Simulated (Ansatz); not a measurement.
The system is Rh.

```
Rh
1.0
     0.00000    1.89785    1.89785
     1.89785    0.00000    1.89785
     1.89785    1.89785    0.00000
Rh
1
Direct
  0.00000 0.00000 0.00000
```

Program: Ansatz 0.2.0. Alike in all runs: task projected density of states; potentials or basis Ansatz PAW; no spin polarisation; cell as given; k mesh 7 × 7 × 7; smearing fermi-dirac 0.05 eV; the mesh is coarse, so values aren't converged.

Order these runs on this cell by their pressure, lowest first.
A. level revPBE; cutoff (eV) 420
B. level r2SCAN0; cutoff (eV) 500
C. level PBEsol; cutoff (eV) 420
D. level r2SCAN; cutoff (eV) 500
E. level LDA; cutoff (eV) 420

E (-11.1 GPa), B (-8.9 GPa), C (-5.0 GPa), D (0.0 GPa), A (9.6 GPa).

Caveats: all runs use coarse meshes; the PAW data sets come from PBE, with cores solved anew for the run's functional, which leaves a small shift of forces and pressure; the thresholds are loose for stress (some runs).

Runs at the PBE level aren't shown here.
